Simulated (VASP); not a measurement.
# Ca (Immm) in VASP: notebook

The runs below take Ca through single point, with PBE.

All numbers are computed with VASP 6.6.1; they aren't measurements. Logs are shortened: lines on timing, memory, paths and dates and some standing lists are left out, and cuts for length are marked.

**1. The structure**

Symmetry: Immm, No. 71, orthorhombic system. The conventional cell has a = 4.193 Å, b = 4.203 Å, c = 4.891 Å, α = 90.00°, β = 90.00°, γ = 90.00°. Around Ca (site symmetry mmm) lie 12 Ca at 3.85 to 4.20 Å.

This isn't the form of Ca at room conditions, which is fcc.

**2. Single point, PBE**

The input, INCAR:

```
PREC     = Accurate       # precision mode
ENCUT    = 500            # plane-wave cutoff, eV
EDIFF    = 1E-6           # SCF threshold, eV
ISMEAR   = 1              # smearing method
SIGMA    = 0.1            # smearing width, eV
LREAL    = False          # projectors in reciprocal space
LASPH    = True           # aspherical terms in the spheres
NELM     = 100            # most SCF steps
ALGO     = Normal         # electronic algorithm
ISIF     = 2              # what is computed and relaxed
LWAVE    = False          # write WAVECAR
LCHARG   = False          # write CHGCAR
GGA      = PE             # functional
ADDGRID  = False
```

The input, KPOINTS:

```
Automatic mesh
0
Gamma
  14 14 14
```

The input, POSCAR:

```
Ca
1.0
   -2.1296130000      2.1366080000      2.5183870000
    2.0452440000     -2.1127450000      2.4255450000
    2.0940060000      2.0772270000     -2.4978770000
Ca
1
Direct
    0.5036690000      0.4760610000     -0.0172770000
```

Potentials or basis: VASP PAW PBE potentials, release 64 (Ca_pv).

Command:

```console
> cat potpaw_PBE.64/Ca_pv/POTCAR > POTCAR
> mpirun -np 1 vasp_std > vasp.out
```

OUTCAR:

```text
PREC = Accurate
   ENCUT = 500
   EDIFF = 1E-6
   ISMEAR = 1
   LREAL = False
   LASPH = True
   NELM = 100
   ISIF = 2
   GGA = PE

 Found   1376 irreducible k-points:

 Following reciprocal coordinates:
            Coordinates               Weight
  0.000000  0.000000  0.000000      1.000000
  0.071429  0.000000 -0.000000      2.000000
  0.142857  0.000000 -0.000000      2.000000
  0.214286  0.000000 -0.000000      2.000000
  0.285714  0.000000 -0.000000      2.000000
  0.357143  0.000000 -0.000000      2.000000
   k-points           NKPTS =   1376   k-points in BZ     NKDIM =   1376   number of bands    NBANDS=      8
   number of dos      NEDOS =    301   number of ions     NIONS =      1
   total plane-waves  NPLWV =  23520
   dimension x,y,z NGX =    30 NGY =   28 NGZ =   28
   dimension x,y,z NGXF=    60 NGYF=   56 NGZF=   56
   ions per type =               1
   NGX,Y,Z   is equivalent  to a cutoff of  12.69, 12.21, 12.04 a.u.
   NGXF,Y,Z  is equivalent  to a cutoff of  25.38, 24.42, 24.09 a.u.
 SYSTEM =  unknown system
   PREC   = accura    normal or accurate (medium, high low for compatibility)
   ISTART =      0    job   : 0-new  1-cont  2-samecut
   ICHARG =      2    charge: 1-file 2-atom 10-const
   ISPIN  =      1    spin polarized calculation?
   LNONCOLLINEAR =      F non collinear calculations
   LSORBIT =      F    spin-orbit coupling
   LASPH  =      T    aspherical Exc in radial PAW
   ENCUT  =  500.0 eV  36.75 Ry    6.06 a.u.   7.16  6.95  7.05*2*pi/ulx,y,z
   NELM   =    100;   NELMIN=  2; NELMDL= -5     # of ELM steps
   EDIFF  = 0.1E-05   stopping-criterion for ELM
   LREAL  =      F    real-space projection
[... 7 lines left out ...]
   TEBEG  =    0.0;   TEEND  =   0.0 temperature during run
   PSTRESS=    0.0 pullay stress
   NELECT =       8.0000    total number of electrons
   NUPDOWN=      -1.0000    fix difference up-down
   EMIN   =  10.00;   EMAX   =-10.00  energy-range for DOS
   EFERMI =   0.00;   METHOD = LEGACY
   ISMEAR =     1;   SIGMA  =   0.10  broadening in eV -4-tet -1-fermi 0-gaus
   EFERMI_NEDOS =   21; number of points for ismear=-14 and -15
   IALGO  =     38    algorithm
   IMIX   =      4    mixing-type and parameters
     AMIX     =   0.40;   BMIX     =  1.00
     AMIX_MAG =   1.60;   BMIX_MAG =  1.00
  volume/ion in A,a.u.               =      43.10       290.85
  Fermi-wavevector in a.u.,A,eV,Ry     =   0.933859  1.764737 11.865531  0.872092
  Thomas-Fermi vector in A             =   2.060604
   LORBIT       =      0    0 simple, 1 ext, 2 COOP (PROOUT), +10 PAW based schemes
   GGA     = PE    functional components
   LHFCALC =     F    Hartree Fock is set to
   AEXX    =    0.0000 exact exchange contribution
   IVDW    =     0    specifies the selected vdW correction
   LEPSILON=     F    determine dielectric tensor
   LRPA    =     F    only Hartree local field effects (RPA)
 non-spin polarized calculation
 Methfessel and Paxton  Order N= 1 SIGMA  =   0.10
  energy-cutoff  :      500.00
  volume of cell :       43.10
 maximum number of plane-waves:      1116
 NGX is ok and might be reduce to    30

 number of electron       8.0000001 magnetization

 Free energy of the ion-electron system (eV)
  ---------------------------------------------------
  ext. energy  EPLUGINS =         0.00000000
  ---------------------------------------------------
  free energy    TOTEN  =        -1.90647716 eV

  energy without entropy =       -1.90619652  energy(sigma->0) =       -1.90638361

 E-fermi :   2.1252     XC(G=0):  -7.6329

 val. band max:        2.1245848744   @ k =  -0.4286   0.2143   0.5000
 cond. band min:       2.1266664590   @ k =   0.5000   0.4286   0.2857
 fundamental gap:      0.0020815847
 Fermi energy:         2.1251930346

 k-point     1 :       0.0000    0.0000    0.0000
  band No.  band energies     occupation
      1     -20.8658      2.00000
      2     -20.8602      2.00000
      3     -20.8521      2.00000
      4      -1.8717      2.00000
      5       4.2180      0.00000
      6       4.3445      0.00000
      7       4.9515      0.00000
      8       4.9818      0.00000

 k-point     2 :       0.0714    0.0000   -0.0000
  band No.  band energies     occupation
      1     -20.8675      2.00000
      2     -20.8646      2.00000
      3     -20.8540      2.00000
      4      -1.7866      2.00000
      5       4.1866      0.00000
      6       4.3544      0.00000
      7       4.9437      0.00000
      8       4.9602      0.00000

 k-point     3 :       0.1429    0.0000   -0.0000
  band No.  band energies     occupation
      1     -20.8824      2.00000
      2     -20.8709      2.00000
      3     -20.8555      2.00000
      4      -1.5353      2.00000
      5       4.0355     -0.00000
      6       4.3501      0.00000
      7       4.9159      0.00000
      8       5.0126      0.00000

 k-point     4 :       0.2143    0.0000   -0.0000
  band No.  band energies     occupation
      1     -20.9083      2.00000
      2     -20.8770      2.00000
      3     -20.8561      2.00000
      4      -1.1301      2.00000
      5       3.7249     -0.00000
      6       4.2696      0.00000
      7       4.9359      0.00000
      8       5.2107      0.00000

 k-point     5 :       0.2857    0.0000   -0.0000
  band No.  band energies     occupation
      1     -20.9371      2.00000
      2     -20.8836      2.00000
      3     -20.8566      2.00000
      4      -0.5930      2.00000
      5       3.3064     -0.00000
      6       4.1386      0.00000
      7       4.9535      0.00000
      8       5.5275      0.00000

 k-point     6 :       0.3571    0.0000   -0.0000
  band No.  band energies     occupation
      1     -20.9630      2.00000
      2     -20.8896      2.00000
      3     -20.8569      2.00000
      4       0.0404      2.00000
      5       2.8220     -0.00000
      6       4.0120     -0.00000
      7       4.9263      0.00000
      8       5.7156      0.00000

 [... further k-points ...]
[... 5 lines left out ...]
  --------------------------------------------------------------------------------------
  -------------------------------------------------------------------------------------
  Total       -0.1271459     -0.1480873     -0.0459603      0.0517788     -0.0418045      0.1262972
  in kB       -4.7265258     -5.5049996     -1.7085304      1.9248266     -1.5540421      4.6949750
  external PRESSURE =      -3.9800186 kB  Pullay stress =       0.0000000 kB

 VOLUME and BASIS-vectors are now :
 -----------------------------------------------------------------------------
  energy-cutoff  :      500.00
  volume of cell :       43.10
      direct lattice vectors                 reciprocal lattice vectors
    -2.129613000  2.136608000  2.518387000     0.005544617  0.236380961  0.201221828
     2.045244000 -2.112745000  2.425545000     0.245206417  0.001067158  0.206447491
     2.094006000  2.077227000 -2.497877000     0.243696023  0.239358134  0.003003396

 POSITION                                       TOTAL-FORCE (eV/Angst)
 -----------------------------------------------------------------------------------
      1.95887      2.11169     -0.03158         0.000000     -0.000000      0.000000
 -----------------------------------------------------------------------------------
    total drift:                                0.000004     -0.000001     -0.000005

  FREE ENERGIE OF THE ION-ELECTRON SYSTEM (eV)
  ---------------------------------------------------
  free  energy   TOTEN  =        -1.9064771552 eV

  energy  without entropy=       -1.9061965157  energy(sigma->0) =       -1.90638361
```

Run time: 2.9 min. Hardware: 1 thread of Intel Xeon Platinum 8488C (Sapphire Rapids), shared host; peak memory 0.59 GiB.

These settings aren't checked as converged: the numbers below hold their error.

What came out:

- Free energy: -1.9065 eV
- Pressure: -0.4 GPa
- Band gap on the k mesh: none (metal or under the smearing width)

**3. Single point, PBE**

This run uses another cell than the first one, of the same volume but with other edges.

INCAR: that of step 2 with these lines changed.

```diff
@@ -1,3 +1,3 @@
 PREC     = Accurate       # precision mode
-ENCUT    = 500            # plane-wave cutoff, eV
+ENCUT    = 400            # plane-wave cutoff, eV
 EDIFF    = 1E-6           # SCF threshold, eV
```

The input, KPOINTS:

```
Automatic mesh
0
Gamma
  16 16 16
```

The input, POSCAR:

```
Ca
1.0
   -2.0964874600      2.1017318100      2.4453524600
    2.0964874600     -2.1017318100      2.4453524600
    2.0964874600      2.1017318100     -2.4453524600
Ca
1
Direct
    0.5000000000      0.5000000000      0.0000000000
```

Potentials or basis: VASP PAW PBE potentials, release 64 (Ca_pv).

Command:

```console
> cat potpaw_PBE.64/Ca_pv/POTCAR > POTCAR
> mpirun -np 1 vasp_std > vasp.out
```

It took 66 s on 1 thread of Intel Xeon Platinum 8488C (Sapphire Rapids), shared host; peak memory 0.28 GiB.

The run converged, but some of its settings lie outside the range that counts as converged, so its numbers aren't taken as properties of the crystal.

Results:

```yaml
Free_energy: -1.9091 eV
Pressure: -0.4 GPa
Band_gap_on_the_k_mesh: none (metal or under the smearing width)
```

**4. Single point, PBE**

INCAR is that of step 3.

KPOINTS is that of step 3.

The input, POSCAR:

```
Ca
1.0
   -2.1296130000      2.1366080000      2.5183870000
    2.0452440000     -2.1127450000      2.4255450000
    2.0940060000      2.0772270000     -2.4978770000
Ca
1
Direct
    0.5036690000      0.4760610000     -0.0172770000
```

Command:

```console
> cat potpaw_PBE.64/Ca_pv/POTCAR > POTCAR
> mpirun -np 1 vasp_std > vasp.out
```

Run time: 3.5 min. Hardware: 1 thread of Intel Xeon Platinum 8488C (Sapphire Rapids), shared host; peak memory 0.61 GiB.

The run converged, but some of its settings lie outside the range that counts as converged, so its numbers aren't taken as properties of the crystal.

Results:

```yaml
Free_energy: -1.9068 eV
Pressure: -0.4 GPa
Band_gap_on_the_k_mesh: none (metal or under the smearing width)
```

**5. For comparison**

An earlier run on the cell as given: functional PBE; potentials or basis VASP PAW PBE potentials, release 64 (Ca_sv); cutoff 520 eV; k mesh 9 × 9 × 9; occupations fermi-dirac, width 0.05 eV; no spin polarisation.

- Pressure: -0.4 GPa
- Band gap on the k mesh: none (metal or under the smearing width)
